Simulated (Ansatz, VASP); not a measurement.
Al in VASP and in Ansatz

Contents of INCAR:

```
SYSTEM = Al
PREC = Accurate
ENCUT = 600
EDIFF = 1E-6
ISMEAR = -1
SIGMA = 0.08
LREAL = .False.
LASPH = .True.
NELM = 100
ALGO = Normal
ISIF = 3
LWAVE = .False.
LCHARG = .False.
GGA = PE
IBRION = 2
NSW = 100
EDIFFG = -0.005
```

File KPOINTS:

```
regular mesh
0
Gamma
  9 9 9
  0 0 0
```

POSCAR

```
Al
1.0
    0.0000000000      3.0544880975      3.0544880975
    3.0544880975      0.0000000000      3.0544880975
    3.0544880975      3.0544880975      0.0000000000
Al
2
Direct
    0.0000000000      0.0000000000      0.0000000000
    0.2500000000      0.2500000000      0.2500000000
```

Input for Ansatz:

```yaml
crystal:
  lattice:
    - [0.0, 3.0544880975, 3.0544880975]
    - [3.0544880975, 0.0, 3.0544880975]
    - [3.0544880975, 3.0544880975, 0.0]
  atoms:
    - { symbol: Al, position: [0.0, 0.0, 0.0] }
    - { symbol: Al, position: [0.25, 0.25, 0.25] }
kpoints:
  mp_grid: { grid: [9, 9, 9] }
scf:
  occupations: { method: fermi_dirac, width: 0.08 }
hamiltonian:
  xc: pbe
  pseudopotentials: { kind: paw }
output:
  forces: true
  stress: true
  write_density: true
  write_potential: true
  elf: true
  volumetric_format: npy
relax:
  f_tol: 0.005
  max_steps: 80
  cell: {}
```

Alike in both runs: task relaxation of cell and atoms; functional PBE; k mesh 9 × 9 × 9; occupations fermi-dirac, width 0.08 eV; no spin polarisation.

```csv
,VASP,Ansatz
version,VASP 6.6.1,Ansatz 0.2.0
potentials or method,"VASP PAW PBE potentials, release 64 (Al)","PAW with Ansatz's default frozen-core files, scalar-relativistic"
plane-wave cutoff (eV),600,420
valence electrons in the cell,6,6
```

```csv
,VASP,Ansatz,Ansatz less VASP
relaxed volume (Å³/atom),27.62,27.64,+0.016
relaxed cell length with the largest relative difference (Å),4.275,4.276,+0.0008
energy change over the relaxation (meV/atom),-3,-3,+0.1
```
